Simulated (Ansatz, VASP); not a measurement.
## Two plane-wave programs on Sc

```xyz
2
Lattice="3.3090 0.0000 0.0000 -1.6545 2.8657 0.0000 0.0000 0.0000 5.2733" Properties=species:S:1:pos:R:3 pbc="T T T"
Sc    1.6545    0.9552    3.9550
Sc    0.0000    1.9105    1.3183
```

Alike in both runs: task single point; functional PBEsol; k mesh 9 × 9 × 5; occupations gaussian, width 0.02 eV; no spin polarisation.

|  | VASP | Ansatz |
| --- | --- | --- |
| version | VASP 6.6.1 | Ansatz 0.2.0 |
| potentials or method | VASP PAW PBE potentials, release 64 (Sc_sv_GW) | Ansatz PAW |
| plane-wave cutoff (eV) | 550 | 420 |
| valence electrons in the cell | 22 | 22 |

```tsv
	VASP	Ansatz	Ansatz less VASP
gap on the k mesh at the Fermi level (eV)	none	none	-
pressure (GPa)	-2.3	-2.8	-0.56
largest component of the traceless stress (GPa)	1.17	1.18	+0.010
```

A gap of «none» marks a metal or a gap that the smearing closes.

Caveats: the PAW data sets were made with another functional, which shifts forces and pressure a little (VASP); the PAW data sets come from PBE, with cores solved anew for the run's functional, which leaves a small shift of forces and pressure (Ansatz).
